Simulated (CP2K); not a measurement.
Br under changes of volume

One of the cells (33.988 Å³/atom); the others are scaled copies at fixed shape and fractional positions:

```xyz
4
Lattice="4.0873 0.0000 0.0000 1.4477 3.8223 0.0000 0.0000 0.0000 8.7023" Properties=species:S:1:pos:R:3 pbc="T T T"
Br    2.4114    2.4268    3.3948
Br    1.8038    3.3067    7.7459
Br    3.1236    1.3955    5.3075
Br    3.7312    0.5156    0.9564
```

```yaml
Program: CP2K 2026.2
Functional: PBEsol
Potentials_or_basis: POTENTIAL_UZH Br GTH-PBE-q7; TZVP-MOLOPT-PBE-GTH basis
Density_cutoff: 6123 eV
k_mesh: 7 × 7 × 3
Occupations: fermi-dirac, width 0.05 eV
Spin: no spin polarisation
```

| volume (Å³/atom) | energy over the lowest point (meV/atom) | pressure (GPa) | gap on the mesh (eV) | largest force (eV/Å) |
| --- | --- | --- | --- | --- |
| 31.949 | 26.05 | 3.0 | 1.90 | 1.982 |
| 32.629 | 14.96 | 2.2 | 1.83 | 1.681 |
| 33.308 | 7.15 | 1.5 | 1.77 | 1.402 |
| 33.988 | ? | ? | ? | ? |
| 34.668 | 0.00 | 0.3 | 1.65 | 0.904 |
| 35.348 | 0.05 | -0.3 | 1.59 | 0.682 |
| 36.028 | 2.18 | -0.7 | 1.54 | 0.477 |

**Question.** What does the run at 33.988 Å³/atom give?

**Answer.** Energy over the lowest point 2.27 meV/atom; pressure 0.8 GPa; gap on the mesh 1.71 eV; largest force 1.144 eV/Å.

Worked out: A Birch-Murnaghan fit of order 3 (a polynomial in V^(-2/3)) to the other rows has its minimum at 34.99 Å³/atom with B0 = V·E''(V) = 27 GPa and B' = 4.9 at fixed shape and positions, which overstates the stiffness. It gives 2.27 meV/atom at 33.988 Å³/atom, against the run's 2.27, and -dE/dV = 0.8 GPa, against 0.8. A straight line through the other rows of the gap, of slope -3 eV per unit of ln V, gives 1.71 eV, against the run's 1.71.

Energies are extrapolated to zero smearing.

Caveats: the potentials were made for another functional, which shifts forces and pressure; an odd mesh through Γ misses points on the zone boundary, where band edges often lie; the basis of atomic orbitals isn't converged, which shifts pressures, moduli and gaps. Spin-orbit coupling on Br is left out.
